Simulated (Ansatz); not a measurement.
## Au: pressure and energy less free atoms against volume scale

All results are calculated (Ansatz 0.2.0). Periodic Kohn-Sham DFT of a crystal at fixed atoms, scaled to volume_scale times the given cell; pressure positive in compression, energy less spherical unpolarised free atoms, largest_vzz the field gradient of largest size among the nuclei.

The cell before it is scaled or strained (space group Fm-3m, No. 225):
```
cell vectors (Å)
   0.0000     2.0455     2.0455
   2.0455     0.0000     2.0455
   2.0455     2.0455     0.0000
atoms (fractions of the cell vectors)
Au  0.00000  0.00000  0.00000
```

Settings of every row: method all-electron LAPW; functional PBE; relativity scalar; k mesh 14x14x14; filling fermi-dirac; smearing width 0.08 eV; basis error target 0.25 meV/atom; nucleus gaussian.

Atom start moment: 0 on all atoms.

Limits: no spin-orbit coupling on heavy atoms; the cell was measured well above room temperature.

```csv
row,volume scale,V (Å³/atom),pressure (GPa),energy less free atoms (eV/atom)
1,0.9405,16.099,21.274,-3.1161
2,0.98,16.775,?,?
3,1,17.117,7.805,-3.2058
4,1.02,17.459,4.334,-3.2186
5,1.06,18.144,-1.347,-3.2245
```

Question: what pressure and energy less free atoms should row 2 give?

Worked fit of pressure. Take u = (V_r/V)^(2/3) − 1 with V_r = 17.288 Å³ an atom, which is twice the finite (Eulerian) strain; such expansions in the strain, on which the Birch-Murnaghan equation of state is built, carry the rest volume and the bulk modulus. The shown rows have u = 0.04865, 0.00665, -0.00654, -0.0317. Least squares give pressure = 6.0101 + 264.258 × u + 1016.91 × u² GPa; a straight line predicts inner rows, each left out in turn, worse (root mean square 1 against 0.017 GPa). The rows lie off it by 0.001, -0.007, 0.009, -0.002 (root mean square 0.0058 GPa). The pressure vanishes at u = -0.0252, or V = 17.96 Å³ an atom, and there the bulk modulus at fixed shape and fractions is B = −V dP/dV = (2/3)(1 + u) dP/du = 138 GPa. The withheld row has u = 0.02028, so the fit gives 6.0101 + 264.258 × (0.02028) + 1016.91 × (0.02028)² = 11.787 GPa.

The calculation gave 11.766 GPa. The fit lies 0.021 GPa (0.093 % of the column's range) above it; its largest miss of a shown row is 0.009 GPa.

Worked fit of energy less free atoms. Take u = (V_r/V)^(2/3) − 1 with V_r = 17.288 Å³ an atom, which is twice the finite (Eulerian) strain; such expansions in the strain, on which the Birch-Murnaghan equation of state is built, carry the rest volume and the bulk modulus. The shown rows have u = 0.04865, 0.00665, -0.00654, -0.0317. Least squares give energy less free atoms = −3.21316 + 1.0024 × u + 20.393 × u² eV/atom; a straight line predicts inner rows, each left out in turn, worse (root mean square 0.021 against 0.00047 eV/atom). The rows lie off it by 0.0000, -0.0002, 0.0002, -0.0001. Its lowest point lies at u = -0.0246, or V = 17.95 Å³ an atom, and the curvature there gives the bulk modulus at fixed shape and fractions, B = (4/9)(1 + u)² E″(u)/V = 154 GPa. The withheld row has u = 0.02028, so the fit gives −3.21316 + 1.0024 × (0.02028) + 20.393 × (0.02028)² = -3.1844 eV/atom.

The calculation gave -3.1849 eV/atom. The fit lies 0.0005 eV/atom (0.46 % of the column's range) above it; its largest miss of a shown row is 0.0002 eV/atom.
